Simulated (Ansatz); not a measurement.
# TiTe2: single points about a listed cell

Aim: see how energy, forces, stress and gap of TiTe2 answer to moves of single atoms, random distortions, further strains and shifts, swapped elements. Nothing is relaxed unless a step says so.

Program: Ansatz 0.2.0. Level of theory: DFT PBEsol, scalar-relativistic, plane waves, PAW. These are calculated values, not measurements.

1 further run of the same task is left out (set aside as unsound or not needed).

**1. The structure to begin with**

The structure is trigonal, space group P-3m1 (No. 164). The conventional cell has a = 3.777 Å, b = 3.777 Å, c = 6.498 Å, α = 90.00°, β = 90.00°, γ = 120.00°. Ti (site symmetry -3m) has 6 Te at 2.77 Å as nearest neighbours. Te (site symmetry 3m) is surrounded by 3 Ti at 2.77 Å.

Coordinates:

```
Ti Te
1.0
     3.77700    0.00000    0.00000
    -1.88850    3.27098    0.00000
     0.00000    0.00000    6.49800
Ti Te
1 2
Direct
  0.00000 0.00000 0.00000
  0.66667 0.33333 0.26280
  0.33333 0.66667 0.73720
```

The structure comes from the Crystallography Open Database.

**2. One atom moved**

What differs from the listed cell: atom 2 (Te) moved by 0.15 Å.

Contents of input.yaml:

```yaml
crystal:
  lattice:
    - [3.7770008876, 0.0, 0.0]
    - [-1.8885004438, 3.2709787188, 0.0]
    - [0.0, 0.0, 6.498]
  atoms:
    - { symbol: Ti, position: [0.0, 0.0, 0.0] }
    - { symbol: Te, position: [0.6666666667, 0.3333333333, 0.2858840259] }
    - { symbol: Te, position: [0.3333333333, 0.6666666667, 0.7372] }
basis:
  ecutwfc: 420
kpoints:
  mp_grid: { grid: [12, 12, 6] }
hamiltonian:
  xc: pbesol
scf:
  occupations: { method: gaussian, width: 0.1 }
output:
  forces: true
  stress: true
  eigenvalues: true
```

Launch:

```console
> ansatz run input.yaml --threads 1 --pin off --max-ram 1331MiB --backend cpu --events-out ev --progress --plain --runs-dir out
```

**3. A single atom displaced**

Changes to input.yaml since step 2:

```diff
@@ -7,3 +7,3 @@
     - { symbol: Ti, position: [0.0, 0.0, 0.0] }
-    - { symbol: Te, position: [0.6666666667, 0.3333333333, 0.2858840259] }
+    - { symbol: Te, position: [0.7262377409, 0.3333333333, 0.2628] }
     - { symbol: Te, position: [0.3333333333, 0.6666666667, 0.7372] }
```

**4. One element swapped, cell strained: Te → S, first probe**

Contents of input.yaml:

```yaml
crystal:
  lattice:
    - [3.4997810465, 0.0, 0.0]
    - [-1.7498905232, 3.030899294, 0.0]
    - [0.0, 0.0, 6.0210674863]
  atoms:
    - { symbol: Ti, position: [0.0, 0.0, 0.0], spin: 1.0 }
    - { symbol: S, position: [0.6666666667, 0.3333333333, 0.2628] }
    - { symbol: S, position: [0.3333333333, 0.6666666667, 0.7372] }
basis:
  ecutwfc: 420
kpoints:
  mp_grid: { grid: [6, 6, 4] }
hamiltonian:
  xc: pbesol
scf:
  occupations: { method: gaussian, width: 0.1 }
  lower_state_search: "off"
output:
  forces: true
  stress: true
  eigenvalues: true
  populations: true
magnetization:
  spin_polarized: true
```

**5. One element swapped, cell strained: Te → S**

Contents of input.yaml:

```yaml
crystal:
  lattice:
    - [3.4997810465, 0.0, 0.0]
    - [-1.7498905232, 3.030899294, 0.0]
    - [0.0, 0.0, 6.0210674863]
  atoms:
    - { symbol: Ti, position: [0.0, 0.0, 0.0] }
    - { symbol: S, position: [0.6666666667, 0.3333333333, 0.2628] }
    - { symbol: S, position: [0.3333333333, 0.6666666667, 0.7372] }
basis:
  ecutwfc: 420
kpoints:
  mp_grid: { grid: [15, 15, 8] }
hamiltonian:
  xc: pbesol
scf:
  occupations: { method: gaussian, width: 0.1 }
output:
  forces: true
  stress: true
  eigenvalues: true
```

**6. A distortion of lower symmetry**

Contents of input.yaml:

```yaml
crystal:
  lattice:
    - [3.6318129735, 0.0, 0.0]
    - [-1.8159064867, 3.5070779627, -0.0936154109]
    - [0.0, -0.18597276, 6.5161944]
  atoms:
    - { symbol: Ti, position: [-0.0279972449, 0.0, 0.0] }
    - { symbol: Te, position: [0.692804334, 0.357611423, 0.2601037643] }
    - { symbol: Te, position: [0.3351929109, 0.642388577, 0.7398962357] }
basis:
  ecutwfc: 420
kpoints:
  mp_grid: { grid: [12, 12, 6] }
hamiltonian:
  xc: pbesol
scf:
  occupations: { method: gaussian, width: 0.1 }
output:
  forces: true
  stress: true
  eigenvalues: true
```

**7. A random distortion, cell strained**

Contents of input.yaml:

```yaml
crystal:
  lattice:
    - [3.9154657401, -0.0176763642, 0.0026061306]
    - [-1.9730410505, 3.3487037127, -0.0336857546]
    - [0.00448362, -0.0643302, 6.7283541]
  atoms:
    - { symbol: Ti, position: [-0.0041276608, -0.001779284, -0.0029732225] }
    - { symbol: Te, position: [0.6656660637, 0.3261428249, 0.2620043706] }
    - { symbol: Te, position: [0.3384604781, 0.6756395163, 0.7409703909] }
basis:
  ecutwfc: 420
kpoints:
  mp_grid: { grid: [12, 12, 6] }
hamiltonian:
  xc: pbesol
scf:
  occupations: { method: gaussian, width: 0.1 }
output:
  forces: true
  stress: true
  eigenvalues: true
```

What does the calculation give? Wanted: for each run, case; energy; pressure; largest force.

**Answer**, as computed:

| step | case | energy (meV/atom) | pressure (GPa) | largest force (eV/Å) | gap on the mesh (eV) |
| --- | --- | --- | --- | --- | --- |
| 2 | one atom moved | +0.0 | -4.4 | 1.08 | 0.00 |
| 3 | a single atom displaced | -3.5 | -1.7 | 0.75 | 0.00 |
| 5 | one element swapped, cell strained: Te → S | n/a | -14.1 | 2.09 | 0.00 |
| 6 | a distortion of lower symmetry | +32.7 | -2.4 | 0.57 | 0.00 |
| 7 | a random distortion, cell strained | timeout |  |  |  |

Energies are counted from step 2, with the smearing taken to zero. Other atoms or functionals have another zero of energy (n/a). A gap of 0.00 means none on the mesh at this level.

Among the distorted cells of the listed formula and level the largest force, 1.08 eV/Å, acts on Te2 in step 2. The distorted cells of the listed formula and level show no gap on the mesh. The runs treat Te without spin-orbit coupling.
